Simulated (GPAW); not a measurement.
# NiSb (Breithauptite) (P6_3/mmc) in GPAW: single point with LDA

Aim: the single point of NiSb (Breithauptite) with LDA.

Everything below comes from runs of GPAW 26.7.0. Logs are shortened: lines on timing, memory, paths and dates and some standing lists are left out, and cuts for length are marked. The log counts tension as positive stress, the text compression.

**1. The crystal as given**

It takes space group P6_3/mmc (No. 194, hexagonal). Conventional cell: a = 3.928 Å, b = 3.928 Å, c = 5.120 Å, α = 90.00°, β = 90.00°, γ = 120.00°. Sb (site symmetry -6m2) is surrounded by 6 Ni at 2.60 Å. Around Ni (site symmetry -3m) lie 2 Ni at 2.56 Å and 6 Sb at 2.60 Å.

**2. Single point, LDA, collinear spin, ferromagnetic start**

Contents of run.py:

```python
from ase.dft.bandgap import bandgap
from ase.io import write
from ase.spacegroup import crystal
from ase.units import GPa
from gpaw import GPAW, PW

# Sb 2c
# Ni 2a
atoms = crystal(['Sb', 'Ni'],
                basis=[[0.6666666667, 0.3333333333, 0.75],
                       [0.0, 0.0, 0.5]],
                spacegroup=194, setting=1,  # P6_3/mmc
                cellpar=[3.928, 3.928, 5.12, 90.0, 90.0, 120.0],
                primitive_cell=True)
atoms.set_initial_magnetic_moments([0.0, 0.0, 2.0, 2.0])

calc = GPAW(mode=PW(500),
            xc='LDA',
            kpts={'size': (5, 5, 3), 'gamma': True},
            occupations={'name': 'fermi-dirac', 'width': 0.05},
            nbands=50,
            maxiter=120,
            txt='gpaw.txt')
atoms.calc = calc
energy = atoms.get_potential_energy()
forces = atoms.get_forces()
stress = atoms.get_stress()
calc.write('gs.gpw')
write('result.traj', atoms)
print(f'Energy: {energy:.6f} eV')
print('Forces (eV/A):')
print(forces.round(4))
print('Stress (GPa):', (stress / GPa).round(3))
print('Moments:', calc.get_magnetic_moments().round(3))
print('Fermi level:', round(calc.get_fermi_level(), 4), 'eV')
print(f'Gap: {bandgap(calc)[0]:.4f} eV, direct: {bandgap(calc, direct=True)[0]:.4f} eV')
```

Potentials or basis: the program's PAW data sets (release 1.2.1) made for this functional, pw.

Run with:

```
> OMP_NUM_THREADS=1 python run.py
```

gpaw.txt:

```text
__  _  _
 | _ |_)|_||  |
 |__||  | ||/\| - 26.7.0

Input parameters:
  mode=PW(ecut=500.0),
  kpts=MonkhorstPack(size=(5, 5, 3), gamma=True),
  maxiter=120,
  nbands=50,
  occupations=Occupations(name='fermi-dirac', width=0.05),
  xc=XC(name='LDA')

Diagonalizing LCAO Hamiltonian
Converting LCAO to pw mode

             Sb

       NiSb

       Ni

Atoms  # Å, Bohr magnetons
|   | symbol |         x |        y |        z |    initial magnetic moments |
|---|--------|-----------|----------|----------|-----------------------------|
| 0 |     Sb |  1.964000 | 1.133916 | 3.840000 | ( 0.0000,  0.0000,  0.0000) |
| 1 |     Sb | -0.000000 | 2.267832 | 1.280000 | ( 0.0000,  0.0000,  0.0000) |
| 2 |     Ni |  0.000000 | 0.000000 | 2.560000 | ( 0.0000,  0.0000,  2.0000) |
| 3 |     Ni |  0.000000 | 0.000000 | 0.000000 | ( 0.0000,  0.0000,  2.0000) |

Unit cell  # Å
| periodic |         x |        y |        z |  lengths |     angles |
|----------|-----------|----------|----------|----------|------------|
|      yes |  3.928000 | 0.000000 | 0.000000 | 3.928000 |  90.000000 |
|      yes | -1.964000 | 3.401748 | 0.000000 | 3.928000 |  90.000000 |
|      yes |  0.000000 | 0.000000 | 5.120000 | 5.120000 | 120.000000 |

Number of symmetries: 12
Symmetry operations  # r_c * U_cc + t_c -> r_c
|    | kind |            matrix            |
|----|------|------------------------------|
|  0 |  σ   |  1, 1, 0,  0,-1, 0,  0, 0, 1 |
|  1 |  S6  |  1, 1, 0, -1, 0, 0,  0, 0,-1 |
|  2 |  E   |  1, 0, 0,  0, 1, 0,  0, 0, 1 |
|  3 |  C2  |  1, 0, 0, -1,-1, 0,  0, 0,-1 |
|  4 |  C2  |  0, 1, 0,  1, 0, 0,  0, 0,-1 |
|  5 |  C3  |  0, 1, 0, -1,-1, 0,  0, 0, 1 |
|  6 |  S6  |  0,-1, 0,  1, 1, 0,  0, 0,-1 |
|  7 |  σ   |  0,-1, 0, -1, 0, 0,  0, 0, 1 |
|  8 |  σ   | -1, 0, 0,  1, 1, 0,  0, 0, 1 |
|  9 |  i   | -1, 0, 0,  0,-1, 0,  0, 0,-1 |
| 10 |  C3  | -1,-1, 0,  1, 0, 0,  0, 0, 1 |
| 11 |  C2  | -1,-1, 0,  0, 1, 0,  0, 0,-1 |

BZ-sampling:
  Number of BZ points: 75
  Number of IBZ points: 12

  Monkhorst-Pack size: [5, 5, 3]
  Monkhorst-Pack shift: [0, 0, 0]

K-points  # in reciprocal-cell coordinates
|     |                                coordinates |     weight |
|-----|--------------------------------------------|------------|
|   0 | (  0.00000000,   0.00000000,   0.00000000) | 0.01333333 |
|   1 | (  0.00000000,   0.00000000,   0.33333333) | 0.02666667 |
|   2 | (  0.20000000,   0.00000000,  -0.33333333) | 0.08000000 |
|   3 | (  0.20000000,   0.00000000,   0.00000000) | 0.08000000 |
|   4 | (  0.20000000,   0.00000000,   0.33333333) | 0.08000000 |
|   5 | (  0.40000000,  -0.20000000,   0.00000000) | 0.08000000 |
|   6 | (  0.40000000,  -0.20000000,   0.33333333) | 0.16000000 |
|   7 | (  0.40000000,   0.00000000,  -0.33333333) | 0.08000000 |
|   8 | (  0.40000000,   0.00000000,   0.00000000) | 0.08000000 |
|   9 | (  0.40000000,   0.00000000,   0.33333333) | 0.08000000 |
| ... |                                            |            |
|  11 | (  0.40000000,   0.40000000,   0.33333333) | 0.16000000 |

Plane wave coefficients: 1755
Cutoff: 500.0 eV

Spin-components: 2 (collinear spins)
Bands:           50
Projectors:      24
Spin-degeneracy: 1
Datatype:        complex128

Parallelization:
  kpt:    1
  domain: 1
  band:   1

Density:
  Valence electrons: 62.0
  Components: 2
  Grid points: [21 21 27]
  Charge: 0.0  # |e|

Potential:
  Grid points: [21 21 27]

species:
  Sb:
    name:    Antimony
    Z:       51.0
    valence: 15
    core:    36
    charge:  0.0  # [|e|]
    compensation charges:
      type: gauss
      rc: 0.36  # [Å]
      lmax: 2
    cutoffs:
      filter: 2.23  # [Å]
      core: 2.23  # [Å]
    projectors
    | kind |    occ | energy [eV] | rcut [Å] |
    |------|--------|-------------|----------|
    |   5s |  2.000 |     -13.069 |    1.154 |
    |   5p |  3.000 |      -4.994 |    1.233 |
    |   4d | 10.000 |     -33.564 |    1.196 |
    |    s |        |      14.142 |    1.154 |
    |    p |        |      22.217 |    1.233 |
    |    d |        |      -6.353 |    1.196 |

    Using partial waves for Sb as LCAO basis

  Ni:
    name:    Nickel
    Z:       28.0
    valence: 16
    core:    12
    charge:  0.0  # [|e|]
    compensation charges:
      type: gauss
      rc: 0.36  # [Å]
      lmax: 2
    cutoffs:
      filter: 2.14  # [Å]
      core: 1.98  # [Å]
    projectors
    | kind |    occ | energy [eV] | rcut [Å] |
    |------|--------|-------------|----------|
    |   4s |  2.000 |      -5.858 |    1.164 |
    |   3p |  6.000 |     -71.266 |    1.207 |
    |   4p |  0.000 |      -1.338 |    1.207 |
    |   3d |  8.000 |      -9.141 |    1.138 |
    |    s |        |      21.353 |    1.164 |
    |    d |        |      18.071 |    1.138 |

    Using partial waves for Ni as LCAO basis

Reference energy: -434866.064352  # eV

eigensolver:
  PPCG
  Converge bands: occupied
  niter=2

density mixing:
  MSR1-Mixer
  Pratt-step length: 0.05
  Maximum mixing coefficient: 0.75
  Old densities: 10
  SVD Regularization: 0.005
  Good broyden scale: 1.0
  Trust region scale: 1.0
  Backstep threshold: 4.0
  History deletion threshold: 6.0
  Fourier metric: weight=20.0, sigma=0.015

occupation numbers:
  Fermi-Dirac:
    width: 0.0500  # eV

poisson solver:
  ecut: 4000.0  # eV

xc functional:
  name: None

convergence criteria:
- Maximum [total energy] change in last 3 cyles: 0.0005 eV / valence electron
- Maximum integral of absolute [dens]ity change: 0.0001 electrons / valence electron
- Maximum integral of absolute [eigenst]ate change: 4e-08 eV^2 / valence electron
maximum number of iterations: 120

SCF iterations
|iter     | |      energy | eigst |  dens |  magmom |
|---------|-|-------------|-------|-------|---------|
|iter:   1| |  -29.536434 | +0.62 |       |  +4.0034|
|iter:   2| |  -28.442285 | -1.02 | -0.92 |  +3.8270|
|iter:   3| |  -27.840341 | -1.89 | -1.01 |  +2.8661|
|iter:   4| |  -28.195314 | -2.45 | -1.28 |  +1.4283|
|iter:   5| |  -28.377147 | -2.81 | -1.65 |  +0.2908|
|iter:   6| |  -28.675426 | -2.39 | -1.91 |  +0.1271|
|iter:   7| |  -28.373293 | -2.60 | -1.67 |  -0.1830|
|iter:   8| |  -28.376904 | -4.15 | -2.26 |  -0.0250|
|iter:   9| |  -28.377915c| -4.56 | -2.54 |  -0.0262|
|iter:  10| |  -28.377968c| -5.79 | -3.08 |  -0.0002|
|iter:  11| |  -28.377974c| -6.86 | -3.80 |  +0.0001|
|iter:  12| |  -28.377976c| -7.68c| -4.30c|  -0.0001|

Converged in 12 steps
Energy contributions relative to reference atoms: (reference = -434866.064352)

Energy contributions:
  Kinetic:          12.350346
  Coulomb:          -6.493108
  Zero:              0.371915
  External:          0.000000
  Xc:              -34.600728
  Entropy:          -0.012802
  Spinorbit:         0.000000
  ----------------------------
  Free energy:     -28.384377
  Extrapolated:    -28.377976

dipole moment: (-7.982730, -13.826494, -10.405178)  # |e|*Ang

Total magnetic moment: (0.000000, 0.000000, -0.000052)

Local magnetic moments
|        x |        y |         z |
|----------|----------|-----------|
| 0.000000 | 0.000000 |  0.000116 |  # Sb   0
| 0.000000 | 0.000000 |  0.000116 |  # Sb   1
| 0.000000 | 0.000000 | -0.000024 |  # Ni   2
| 0.000000 | 0.000000 | -0.000232 |  # Ni   3

Fermi level: 9.093
Eigenvalues  # (at kpt = [0.000, 0.000, 0.000])
| band index |      eig [eV] | occ [0-1] |      eig [eV] | occ [0-1] |
|------------|---------------|-----------|---------------|-----------|
|          0 |       -54.270 |     1.000 |       -54.270 |     1.000 |
|        ... |               |           |               |           |
|         20 |         5.123 |     1.000 |         5.123 |     1.000 |
|         21 |         5.853 |     1.000 |         5.853 |     1.000 |
|         22 |         6.508 |     1.000 |         6.508 |     1.000 |
|         23 |         6.508 |     1.000 |         6.508 |     1.000 |
|         24 |         6.971 |     1.000 |         6.971 |     1.000 |
|         25 |         6.971 |     1.000 |         6.971 |     1.000 |
[... 8 lines left out ...]
|         34 |        13.042 |     0.000 |        13.042 |     0.000 |
|         35 |        14.321 |     0.000 |        14.321 |     0.000 |
|        ... |               |           |               |           |
|         49 |        31.700 |     0.000 |        31.817 |     0.000 |

No gap
No difference between direct/indirect transitions

Forces  # eV/Ang
|        x |        y |        z |
|----------|----------|----------|
| -0.00000 |  0.00000 | -0.00130 |  # Sb   0
|  0.00000 | -0.00000 |  0.00130 |  # Sb   1
|  0.00000 | -0.00000 |  0.00000 |  # Ni   2
|  0.00000 | -0.00000 |  0.00000 |  # Ni   3

Stress tensor  # eV/Ang^3
|         x |         y |         z |
|-----------|-----------|-----------|
|  0.036803 | -0.000000 |  0.000000 |
| -0.000000 |  0.036803 | -0.000000 |
|  0.000000 | -0.000000 |  0.045971 |

# Writing to gs.gpw (mode='')
```

Run time: 32 s. Hardware: 1 thread of Intel Xeon 6975P-C (Granite Rapids), shared host; peak memory 0.19 GiB.

What came out:

| Property | Result |
| --- | --- |
| Free energy | -28.3844 eV |
| Pressure | -6.4 GPa |
| Band gap on the k mesh | none (metal or under the smearing width) |
| Net moment | 0.00 μB per cell |

Caveat: the k mesh is coarse (spacing up to 0.41 Å⁻¹), so the values aren't converged; the cutoff is short for stress and forces, so pressures can be off by a GPa or more; the starting moments collapsed, and a magnetic state may lie lower; the stock nickel data set gives pressures a few GPa off other programs.
